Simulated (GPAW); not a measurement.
TiSe:

```
CELL_PARAMETERS angstrom
3.20359 0.00000 0.00000
0.00000 3.20359 0.00000
0.00000 0.00000 3.20359
ATOMIC_POSITIONS crystal
Ti 0.00000 0.00000 0.00000
Se 0.50000 0.50000 0.50000
```

The cell was built by a generator and needn't be a form met in nature.

| Item | Value |
| --- | --- |
| Program | GPAW 26.7.0 |
| Task | relaxation of cell and atoms |
| Functional | PBEsol |
| Potentials or basis | PAW data sets generated in the run's folder for this functional |
| Cutoff | 600 eV |
| Basis | pw |
| k mesh | 7 × 7 × 7 |
| Occupations | fermi-dirac, width 0.05 eV |
| Spin | no spin polarisation |

At the start: pressure -5.4 GPa; volume 16.44 Å³/atom.

Where does the relaxation end?

Over 4 steps the energy falls by 10.5 meV/atom and the volume is 15.72 Å³/atom (-4.4 %); space group Pm-3m (No. 221, to 0.05 Å).

Step by step:
```tsv
step	energy change (eV)	largest force (eV/Å)	pressure (GPa)	volume (Å³)
1	0.0000	0.0000	-5.42	32.88
2	-0.0104	0.0000	-4.08	32.49
3	-0.0206	0.0000	0.26	31.38
4	-0.0210	0.0000	-0.01	31.44
```

Final structure:
```yaml
crystal:
  lattice:
    - [3.15629, 0.00000, 0.00000]
    - [0.00000, 3.15629, 0.00000]
    - [0.00000, 0.00000, 3.15629]
  atoms:
    - { symbol: Ti, position: [0.00000, 0.00000, 0.00000] }
    - { symbol: Se, position: [0.50000, 0.50000, 0.50000] }
```

Caveat: later steps reuse the first step's grids.
